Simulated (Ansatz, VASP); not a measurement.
Two plane-wave programs on PbS (Galena)

The input POSCAR:

```
PbS
1.0
    0.0000000000      2.9657500000      2.9657500000
    2.9657500000      0.0000000000      2.9657500000
    2.9657500000      2.9657500000      0.0000000000
Pb S
1 1
Direct
    0.0000000000      0.0000000000      0.0000000000
    0.5000000000      0.5000000000      0.5000000000
```

File INCAR.step1:

```
SYSTEM = PbS
  PREC = Accurate
  ENCUT = 600
  EDIFF = 1E-5
  ISMEAR = -1
  SIGMA = 0.05
  LREAL = .False.
  LASPH = .True.
  NELM = 100
  ALGO = Normal
  LWAVE = .True.
  LCHARG = .False.
  GGA = PE
```

INCAR.step2

```
SYSTEM = PbS
  PREC = Accurate
  ENCUT = 600
  EDIFF = 1E-6
  ISMEAR = -1
  SIGMA = 0.05
  LREAL = .False.
  LASPH = .True.
  NELM = 100
  ALGO = Normal
  ISIF = 3
  LWAVE = .False.
  LCHARG = .False.
  GGA = PS
  LHFCALC = .True.
  AEXX = 0.25
  PRECFOCK = Fast
  HFRCUT = -1
  IBRION = 2
  NSW = 40
  EDIFFG = -0.01
  ISTART = 1
```

File KPOINTS:

```
Automatic mesh
0
Gamma
  4 4 4
  0 0 0
```

Contents of input.yaml:

```yaml
crystal:
  lattice:
    - [0.0, 2.96575, 2.96575]
    - [2.96575, 0.0, 2.96575]
    - [2.96575, 2.96575, 0.0]
  atoms:
    - { symbol: Pb, position: [0.0, 0.0, 0.0] }
    - { symbol: S, position: [0.5, 0.5, 0.5] }
hamiltonian:
  xc: { exchange: pbesol, correlation: pbesol, exx: { coeff: 0.25 } }
  pseudopotentials: { kind: paw }
kpoints:
  mp_grid: { grid: [4, 4, 4] }
scf:
  occupations: { method: fermi_dirac, width: 0.05 }
output:
  forces: true
  stress: true
relax:
  f_tol: 0.01
  max_steps: 40
  cell: { stress_tol: 0.05 }
```

Alike in both runs: task relaxation of cell and atoms; functional PBEsol0; k mesh 4 × 4 × 4; occupations fermi-dirac, width 0.05 eV; no spin polarisation.

|  | VASP | Ansatz |
| --- | --- | --- |
| version | VASP 6.6.1 | Ansatz 0.2.0 |
| potentials or method | VASP PAW PBE potentials, release 64 (Pb_d, S) | Ansatz PAW |
| plane-wave cutoff (eV) | 600 | 420 |
| valence electrons in the cell | 20 | 20 |

|  | VASP | Ansatz | Ansatz less VASP |
| --- | --- | --- | --- |
| gap on the k mesh at the Fermi level, each at its own relaxed structure (eV) | 1.25 | 1.25 | +0.007 |
| relaxed volume (Å³/atom) | 25.72 | 25.72 | -0.002 |
| relaxed cell length with the largest relative difference (Å) | 4.174 | 4.174 | -0.0001 |
| energy change over the relaxation (meV/atom) | -1 | -1 | +0.2 |

Caveats: the k mesh is coarse (spacing up to 0.46 Å⁻¹), so the values aren't converged, least of all with exact exchange; spin-orbit coupling is left out, which as a rule narrows the gap of such compounds by several tenths of an eV; the PAW data sets were made with another functional, which shifts forces and pressure a little (VASP); the plane-wave basis is chosen anew once the cell has moved, so the energies of steps on either side of that aren't comparable (Ansatz); the PAW data sets come from PBE, with cores solved anew for the run's functional, which leaves a small shift of forces and pressure (Ansatz). A k mesh can miss the band edges.
